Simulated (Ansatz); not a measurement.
Compressing Ti: a fit and a missing row

Ti, Fm-3m, a = 4.110 Å. This isn't the element's structure at ambient conditions. Ansatz: r2SCAN, PAW, 500 eV, Γ-centred 18×18×18 mesh on 1 atom, Gaussian smearing 0.10 eV; no spin polarisation. Symmetry fixes shape and atoms, so the cell is only scaled; pressure is positive in compression.

```
V (Å³/atom) P (GPa)
     16.319        ?
     16.840     3.59
     17.360     0.02
     17.881    -3.12
     18.402    -5.89
```

Q: Take V0 = 17.360 Å³/atom, count pressures from its P0 = 0.02 GPa, fit the third-order Birch–Murnaghan form to the other rows, and predict the missing pressure.

A: With the Eulerian strain f = ½[(V0/V)^(2/3) − 1] and y = (P − P0)/[3f(1 + 2f)^(5/2)], the form is the line y = B0 + 1.5 B0 (B0′ − 4) f. Rows (f, y): 0.01024, 110.5; -0.00976, 112.7; -0.01906, 113.9. Means f = -0.006193, y = 112.37; Σ(Δf)² = 0.0004483, ΣΔfΔy = -0.05159; the slope is their ratio. y = 111.7 − 115.1 f GPa, so B0 = 111.7 GPa and B0′ = 4 + 2 × (-115.1)/(3 × 111.7) = 3.31. At V = 16.319, f = 0.02104, y = 109.28 and P = 7.67 GPa. The run gave 7.64 GPa, so the fit is 0.03 GPa too high, a small miss on the scale of the series. The form still works here, 33 % of the fitted range beyond its end.